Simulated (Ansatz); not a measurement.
# Sb_C in SiC (F-43m): charge-transition levels and formation energies

Aim: at which Fermi levels does Sb_C in SiC (F-43m) change its charge? The model is a cell of 54 host atoms with 1 C taken out and 1 Sb put in.

Main program and level: Ansatz 0.2.0; place-levels on r2SCAN runs: charge-transition levels and formation energies with image-charge correction and potential alignment at the atomic sites; PAW set soft_1.

**Measured values to reproduce.**

For SiC, cubic 3C zincblende (literature value), “Insight into the structural, elastic and electronic properties of a new orthorhombic 6O-SiC polytype” (2020, pmc:7200658) quotes earlier work: band gap (indirect gap) 2.4 eV [literature value; measurement temperature and method not stated].

### Step 1. Starting point

The cell holds 54 atoms: 27 Si, 26 C and 1 Sb. Cell: a = 9.242 Å, b = 9.242 Å, c = 9.242 Å, α = 60.0°, β = 60.0°, γ = 60.0°. It derives from SiC (space group F-43m). Nearest the centre at fractional (0.417, 0.417, 0.417): Sb28 at 0.00 Å, Si29 at 1.89 Å, Si33 at 1.89 Å, Si45 at 1.89 Å, Si27 at 1.89 Å, C46 at 3.08 Å, C34 at 3.08 Å, C16 at 3.08 Å.

Coordinates:

```xyz
54
Lattice="0.0000 6.5349 6.5349 6.5349 0.0000 6.5349 6.5349 6.5349 0.0000" Properties=species:S:1:pos:R:3 pbc="T T T"
Si    0.0000    0.0000    0.0000
C     1.0891    1.0891    1.0891
Si    2.1783    2.1783    0.0000
C     3.2674    3.2674    1.0891
Si    4.3566    4.3566    0.0000
C     5.4457    5.4457    1.0891
Si    2.1783    0.0000    2.1783
C     3.2674    1.0891    3.2674
Si    4.3566    2.1783    2.1783
C     5.4457    3.2674    3.2674
Si    6.5349    4.3566    2.1783
C     7.6240    5.4457    3.2674
Si    4.3566    0.0000    4.3566
C     5.4457    1.0891    5.4457
Si    6.5349    2.1783    4.3566
C     7.6240    3.2674    5.4457
Si    8.7132    4.3566    4.3566
C     9.8023    5.4457    5.4457
Si    0.0000    2.1783    2.1783
C     1.0891    3.2674    3.2674
Si    2.1783    4.3566    2.1783
C     3.2674    5.4457    3.2674
Si    4.3566    6.5349    2.1783
C     5.4457    7.6240    3.2674
Si    2.1783    2.1783    4.3566
C     3.2674    3.2674    5.4457
Si    4.3566    4.3566    4.3566
Sb    5.4457    5.4457    5.4457
Si    6.5349    6.5349    4.3566
C     7.6240    7.6240    5.4457
Si    4.3566    2.1783    6.5349
C     5.4457    3.2674    7.6240
Si    6.5349    4.3566    6.5349
C     7.6240    5.4457    7.6240
Si    8.7132    6.5349    6.5349
C     9.8023    7.6240    7.6240
Si    0.0000    4.3566    4.3566
C     1.0891    5.4457    5.4457
Si    2.1783    6.5349    4.3566
C     3.2674    7.6240    5.4457
Si    4.3566    8.7132    4.3566
C     5.4457    9.8023    5.4457
Si    2.1783    4.3566    6.5349
C     3.2674    5.4457    7.6240
Si    4.3566    6.5349    6.5349
C     5.4457    7.6240    7.6240
Si    6.5349    8.7132    6.5349
C     7.6240    9.8023    7.6240
Si    4.3566    4.3566    8.7132
C     5.4457    5.4457    9.8023
Si    6.5349    6.5349    8.7132
C     7.6240    7.6240    9.8023
Si    8.7132    8.7132    8.7132
C     9.8023    9.8023    9.8023
```

The host's dielectric constants go in as inputs: 7.06 for the electrons alone, 10.43 with the ions, computed on the host (DFPT, PBEsol, on the r2SCAN cell), and a cell off the functional's own equilibrium shifts the ionic part.

The cell's shortest repeat is 9.2 Å.

### Step 2. The runs of each charge state

A transition level is the Fermi level at which two charge states cost the same, so each charge needs its own total energy, at its own relaxed structure.

Random displacements of about 0.05 Å break the site symmetry at the start, so that the relaxation can reach a distorted minimum if there is one. Forces are taken on a 2×2×2 shifted mesh. The cell holds 1 electron more than the neutral one, with a uniform background that keeps it neutral on the whole.

The sampling was tested on the host first: at the k-points planned (1x1x1 shifted 0.25 0.25 0.25) its energy lies 0.119 eV an atom from the dense-mesh value, so the final energies take a denser sampling.

One state's input; the others differ in charge, spin, start and seed, and in occupations where the table says so.

The input, qm1.relax/input.yaml:

```yaml
crystal:
  lattice:
    - [0.0, 2.17829624, 2.17829624]
    - [2.17829624, 0.0, 2.17829624]
    - [2.17829624, 2.17829624, 0.0]
  atoms:
    - { symbol: Si, position: [0.0, 0.0, 0.0] }
    - { symbol: C, position: [0.25, 0.25, 0.25] }
  supercell: [3, 3, 3]
  defects: [{ substitution: { at: 27, symbol: Sb } }]
total_charge: -1
basis:
  ecutwfc: 500
  xc_grid: 2
hamiltonian:
  xc: r2scan
  pseudopotentials: { kind: paw, azcp: { folder: soft_1 } }
kpoints:
  mp_grid: { grid: [2, 2, 2], shift: [0.5, 0.5, 0.5] }
scf:
  occupations: { method: fixed }
  max_iter: 80
output:
  forces: true
  charged_corrections: { epsilon: 7.06, static_epsilon: 10.43 }
relax:
  f_tol: 0.02
  max_steps: 80
  random_displacement: { amplitude: 0.05, seed: 2903 }
checkpoint:
  write: "../qm1.relax.run"
  compress: false
  write_wavefunctions: true
  write_every: 100000
```

On the command line:

```
ansatz run input.yaml --threads 4 --pin off --max-ram 7536MiB --backend cpu --events-out ev --progress --plain --runs-dir out
```

The run of this state that the levels use, under r2SCAN:

The input, qm1.point/input.yaml:

```yaml
crystal:
  checkpoint: "../qm1.relax.run"
  host: checkpoint
total_charge: -1
basis:
  ecutwfc: 500
  xc_grid: 2
hamiltonian:
  xc: r2scan
  pseudopotentials: { kind: paw, azcp: { folder: soft_1 } }
kpoints:
  mp_grid: { grid: [2, 2, 2], shift: [0.5, 0.5, 0.5] }
scf:
  occupations: { method: fixed }
  max_iter: 80
output:
  forces: true
  eigenvalues: true
  charged_corrections:
    epsilon: 7.06
    static_epsilon: 10.43
    defect_position: [0.416667, 0.416667, 0.416667]
  eigenstates: { localisation: true }
  populations: true
  band_densities: [{ bands: [v1, v1] }, { bands: [c1, c1] }]
  write_density: true
  write_potential: true
  volumetric_format: npy
checkpoint:
  read: "../qm1.relax.run"
  write: "../qm1.point.run"
  compress: false
  write_wavefunctions: false
  write_every: 100000
```

Relaxations under r2SCAN at a 2×2×2 shifted mesh; times on 4 threads of Intel Xeon Platinum 8259CL at 2.50GHz (Skylake/Cascade Lake), shared host:

| charge | moment (μB) | occupations | outcome | steps | largest displacement against the far atoms (Å) | time |
| --- | --- | --- | --- | --- | --- | --- |
| −1 | 0 | fixed | converged | 7 | 0.45 | 3.2 min |
| 0 | 1 | fixed | converged | 6 | 0.41 | 7.5 min |
| +1 | 0 | fixed | converged | 6 | 0.39 | 2.7 min |
| −1 | 2 | fixed | converged | 7 | 0.51 | 8.2 min |

Single points under r2SCAN at a 2×2×2 shifted mesh; times on 4 threads of Intel Xeon Platinum 8259CL at 2.50GHz (Skylake/Cascade Lake), shared host:

| charge | moment (μB) | occupations | outcome | time |
| --- | --- | --- | --- | --- |
| −1 | 0 | fixed | converged | 27 s |
| 0 | 1 | fixed | converged | 55 s |
| +1 | 0 | fixed | converged | 27 s |
| −1 | 2 | fixed | converged | 62 s |

Distances (Å) from Sb28 to the nearest atoms after relaxation with r2SCAN:

| charge | moment (μB) | 1. | 2. | 3. | 4. | 5. | 6. |
| --- | --- | --- | --- | --- | --- | --- | --- |
| −1 | 0 | Si 2.29 | Si 2.29 | Si 2.29 | Si 2.30 | C 3.12 | C 3.12 |
| −1 | 2 | Si 2.29 | Si 2.29 | Si 2.30 | Si 2.32 | C 3.09 | C 3.09 |
| 0 | 1 | Si 2.28 | Si 2.28 | Si 2.28 | Si 2.29 | C 3.13 | C 3.13 |
| +1 | 0 | Si 2.27 | Si 2.27 | Si 2.27 | Si 2.27 | C 3.14 | C 3.14 |

### Step 3. Placing the levels, r2SCAN

A charged cell interacts with its images and the background, and its potential has another zero than the host's. place-levels removes the first by a point-charge model, screened by the static dielectric constant since the ions have relaxed around the charge, and the second by comparing potentials at atoms far from the defect.

The host is a run of the defect-free crystal in the same cutoffs, grids and k-points, so that basis and sampling errors cancel in part in the differences. The host is run in a cell of 2 atoms on a matching mesh. Its band edges are searched through the zone by a band path, so the gap is smaller than, or equal to, that on the mesh. Chemical potentials are energies per atom of C (diamond) and Sb (A7 rhombohedral), run with the same functional and cutoff. Carbon is taken as diamond, which semilocal functionals can put about 0.1 eV an atom over graphite.

The input, levels.point.yaml:

```yaml
host:
  run: host.point.run
states: [qm1.point.run, q0_M1.point.run, qp1.point.run, qm1_M2.point.run]
geometry_from:
  qm1.point.run: qm1.relax.run
  q0_M1.point.run: q0_M1.relax.run
  qp1.point.run: qp1.relax.run
  qm1_M2.point.run: qm1_M2.relax.run
  host.point.run: host.relax.run
chemical_potentials:
  C:
    energy: -251.553391
    dataset: "<sha256 of the dataset>"
  Sb:
    energy: -6499.197686
    dataset: <sha256 of the dataset>
epsilon: 7.06
static_epsilon: 10.43
vertical:
  - { from: qm1.point.run, to: qm1.point_neutral.run }
  - { from: qp1.point.run, to: qp1.point_neutral.run }
  - { from: qm1_M2.point.run, to: qm1_M2.point_neutral.run }
```

On the command line:

```
ansatz place-levels levels.point.yaml -- --threads 4 --pin off --max-ram 7536MiB
```

Numbers of over 12 decimals in the logs are rounded to 6 here.

Log:

```text
[... repeated set-up lines and file paths are left out, and long positions are rounded to six places ...]
(+1/0) 1.804 eV above the valence edge (+1.836 eV without the band-filling correction), in the conduction band; not on the lower envelope
(0/-1) 1.774 eV above the valence edge (+2.225 eV without the band-filling correction), in the conduction band; not on the lower envelope
(+1/-1) 1.789 eV above the valence edge (+2.031 eV without the band-filling correction), in the conduction band: charges between them are lowest nowhere
formation energy of charge +1: +6.899 eV with the Fermi level at the valence edge
formation energy of charge 0: +8.703 eV with the Fermi level at the valence edge
formation energy of charge -1: +10.478 eV with the Fermi level at the valence edge
vertical -1 to 0: no energy, since no alignment is typed
  the change from vertical[0].from (qm1.point.run) to vertical[0].to (qm1.point_neutral.run): by its potential at epsilon 7.06 it stands at 0.243 0.243 0.243, with an rms radius of about 4.5 Å (2.6 2.6 2.6 Å across the planes of the cell's vectors); [...]
vertical +1 to 0: no energy, since no alignment is typed
  the change from vertical[1].from (qp1.point.run) to vertical[1].to (qp1.point_neutral.run): by its potential at epsilon 7.06 it stands at 0.252 0.252 0.253, with an rms radius of about 4.3 Å (2.5 2.5 2.5 Å across the planes of the cell's vectors); [...]
vertical -1 to 0: no energy, since no alignment is typed
  the change from vertical[2].from (qm1_M2.point.run) to vertical[2].to (qm1_M2.point_neutral.run): by its potential at epsilon 7.06 it stands at 0.199 0.267 0.268, with an rms radius of about 3.3 Å (2.1 1.8 1.8 Å across the planes of the cell's vectors); [...]
  edges by r2scan, gap 1.710 eV; the host is sampled to repeats of 18.48 Å
  the defect's cells are sampled to repeats of 18.48 Å, like sampling
  charge +1: -30316.0398 eV with its correction of +0.742 eV, at epsilon 10.43, aligned at sites: +0.4995 eV, mean over 19 atomic sites at or beyond 4.62 Å from the defect at [0.4167, 0.4167, 0.4167], with +0.000000 for the charge's moments and without [...]
  charge 0: +0.000 eV for its dipole among its images, +0.000 omitted
  charge -1: -30293.2231 eV with its correction of -0.379 eV, at epsilon 10.43, aligned at sites: +0.6208 eV, mean over 19 atomic sites at or beyond 4.62 Å from the defect at [0.4167, 0.4167, 0.4167], with +0.000000 for the charge's moments and without [...]
  charge -1: states[3] (qm1_M2.point.run) stands 0.700 eV higher, with a moment of 2.00 μB against 0.00
  of states[2] (qp1.point.run): it parts from the run at its places by a charge that spreads by about 2.5 Å along one vector (1.3 Å or more is wide), by its potential at epsilon 7.06, taken for that of held ions (one typed too small widens it), where the cell [...]
  of states[1] (q0_M1.point.run): a band-filling correction moves a carrier to the host's band edge, which changes its energy by -0.032 eV; [...]
  of states[0] (qm1.point.run): it parts from the run at its places by a charge that spreads by about 2.6 Å along one vector (1.3 Å or more is wide), by its potential at epsilon 7.06, taken for that of held ions (one typed too small widens it), where the cell [...]
  of states[3] (qm1_M2.point.run): it parts from the run at its places by a charge that spreads by about 2.1 Å along one vector (1.3 Å or more is wide), by its potential at epsilon 7.06, taken for that of held ions (one typed too small widens it), where the [...]
  of vertical[0].from (qm1.point.run): it parts from the run at its places by a charge that spreads by about 2.6 Å along one vector (1.3 Å or more is wide), by its potential at epsilon 7.06, taken for that of held ions (one typed too small widens it), where [...]
  of vertical[0].to (qm1.point_neutral.run): stability_check_not_made
  of vertical[1].from (qp1.point.run): it parts from the run at its places by a charge that spreads by about 2.5 Å along one vector (1.3 Å or more is wide), by its potential at epsilon 7.06, taken for that of held ions (one typed too small widens it), where [...]
  of vertical[1].to (qp1.point_neutral.run): stability_check_not_made
  of vertical[2].from (qm1_M2.point.run): its moments are held at its close (magnetization.spin_locking), by a field of 0.339 eV a Bohr magneton, and its energy and levels are of the state that this holds: a run that lets them go can end lower; [...]
  of vertical[2].to (qm1_M2.point_neutral.run): stability_check_not_made
```

The job ended after 0.72 s (4 threads of Intel Xeon Platinum 8259CL at 2.50GHz (Skylake/Cascade Lake), shared host).

Levels between the charges placed, in eV above the valence top:

|  | gap (eV) | (+1/0) | (0/−1) |
| --- | --- | --- | --- |
| r2SCAN | 1.71 | 1.80 | 1.77 |

Corrections by state:

| charge | moment (μB) | image terms and alignment (eV) | band filling (eV) | ε used | over the lowest of its charge, as the program ranks them, band filling apart (eV) |
| --- | --- | --- | --- | --- | --- |
| +1 | 0.0 | 0.742 | - | 10.43 | 0.000 |
| 0 | 1.0 | 0.000 | -0.032 | - | 0.000 |
| −1 | 0.0 | -0.379 | -0.483 | 10.43 | 0.000 |
| −1 | 2.0 | -0.383 | - | 10.43 | 0.700 |

The charged structures listed were also run neutral, and place-levels reads from each pair, by the potential or the spins, how wide the charge is by which they differ; that can be the carrier of either run.

| charge | rms radius (Å) | spread where it is widest against the cell (Å) | wide from (Å) | reading |
| --- | --- | --- | --- | --- |
| +1 | 4.3 | 2.51 | 1.31 | wide |
| −1 | 4.5 | 2.60 | 1.31 | wide |

The neutral runs of these pairs need not share the spin of the lowest neutral state, and very wide values only mean spread over the cell.

From the program's caveats on the states, each cut to its opening words:

- charge +1: it parts from the run at its places by a charge that spreads by about 2.5 Å along one vector (1.3 Å or more is wide), by its potential at epsilon 7.06, taken [...]
- charge +1: its alignment with the host at atomic sites is doubtful: the mean over the far sites moves by +0.1046 eV from their farther parts to their nearer, more than [...]
- charge 0 (1 μB): a band-filling correction moves a carrier to the host's band edge, which changes its energy by -0.032 eV
- charge 0 (1 μB): its alignment with the host at atomic sites is doubtful: the mean over the far sites moves by +0.1003 eV from their farther parts to their nearer, more than [...]
- charge 0 (1 μB), −1 (2 μB): flagged: stability check not made
- charge −1: it parts from the run at its places by a charge that spreads by about 2.6 Å along one vector (1.3 Å or more is wide), by its potential at epsilon 7.06, taken [...]
- charge −1: a band-filling correction moves a carrier to the host's band edge, which changes its energy by -0.483 eV
- charge −1: its alignment with the host at atomic sites is doubtful: the mean over the far sites moves by +0.0923 eV from their farther parts to their nearer, more than [...]
- charge −1 (2 μB): it parts from the run at its places by a charge that spreads by about 2.1 Å along one vector (1.3 Å or more is wide), by its potential at epsilon 7.06, taken [...]
- charge −1 (2 μB): its alignment with the host at atomic sites is doubtful: the mean over the far sites moves by +0.1610 eV from their farther parts to their nearer, more than [...]
- charge −1 (2 μB): its moments are held at its close (magnetization.spin_locking), by a field of 0.339 eV a Bohr magneton, and its energy and levels are of the state that this [...]
- charge −1 (2 μB): filled levels lie above empty ones at the fixed electron count

The host's formation energy from the elements is -0.356 eV per atom; it sets how far the chemical potentials can move.

Formation energies (eV), C-rich (Δμ(C) = 0.00 eV, Δμ(Si) = -0.71 eV, Δμ(Sb) = 0.00 eV):

| charge | Fermi level at the valence top | at the conduction bottom |
| --- | --- | --- |
| +1 | 6.90 | 8.61 |
| 0 | 8.70 | 8.70 |
| −1 | 10.48 | 8.77 |

Formation energies (eV), Si-rich (Δμ(Si) = 0.00 eV, Δμ(C) = -0.71 eV, Δμ(Sb) = 0.00 eV):

| charge | Fermi level at the valence top | at the conduction bottom |
| --- | --- | --- |
| +1 | 6.19 | 7.90 |
| 0 | 7.99 | 7.99 |
| −1 | 9.77 | 8.06 |

### Step 4. Results

```yaml
gap_of_the_host: 1.71 eV (r2SCAN)
level_plus_1_over_0: 1.80 eV above the valence top, past the conduction bottom, not a change between lowest states (1.84 eV above the valence top without the band-filling term)
level_0_minus_1: 1.77 eV above the valence top, past the conduction bottom, not a change between lowest states (2.23 eV above the valence top without the band-filling term)
lowest_of_the_charges_placed_just_above_the_valence_top_0p02_ev: +1
lowest_of_the_charges_placed_just_below_the_conduction_bottom_0p02_ev: +1
lowest_formation_energy_at_mid_gap_of_the_charges_run_c_rich: 7.75 eV
lowest_formation_energy_at_mid_gap_of_the_charges_run_si_rich: 7.04 eV
```

Of the charges placed (−1, 0 and +1), +1 is the lowest from 0.02 eV above the valence top to 0.02 eV below the conduction bottom, a gap of 1.71 eV. Charges above +1 were not placed, so these runs say nothing of levels that involve them. States placed: +1 at 0 μB; 0 at 1 μB; −1 at 0 μB and 2 μB. Other spin states or structures, where not listed, weren't placed. The program finds carriers beyond a band edge of the host and adds a band-filling term at charge −1 (-0.48 eV) and 0 (-0.03 eV); steps to such a charge show no bound level, and a defect level inside a band would be read the same way. Sb is taken at its element; compounds, which aren't counted here, bound the chemical potentials and would shift these formation energies. The program doubts the alignment of potentials for at least one state, a sign that the cell is small. What this leaves open: r2SCAN makes the gap too small and tends to spread out bound carriers; spin–orbit coupling, which can matter with heavy atoms, is left out.

Comparison with the measured values:

```
                             quantity  measured           r2SCAN
band gap (least gap of the host) (eV)       2.4  1.71 (-0.69 eV)
```

Measured values from pmc:7200658 (2020).

**Verdict.** The band gap is off by -0.69 eV: a clear miss. Local and semilocal functionals usually give gaps below the measured ones. Zero-point and thermal motion shift the measured gap.

[Logs are printed without paths, hosts, clocks, repeated set-up lines and the standing remarks that a program may print on its own settings, such as how far it seeks lower states.]

[Hosts, paths, dates, database ids (printed as entryN), source tags and the programs' standing remarks are cut or masked in the printed files.]

[Where a table of states has a column of steps, it counts the stored structures, which are thinned; the runs took as many ionic steps or more.]

[A defect's name tells the site on which it was built; relaxed atoms can leave that site.]

[For some hosts the program warned that the k-mesh of the response run may be too coarse for force constants and the static dielectric constant; such warnings are not shown here.]
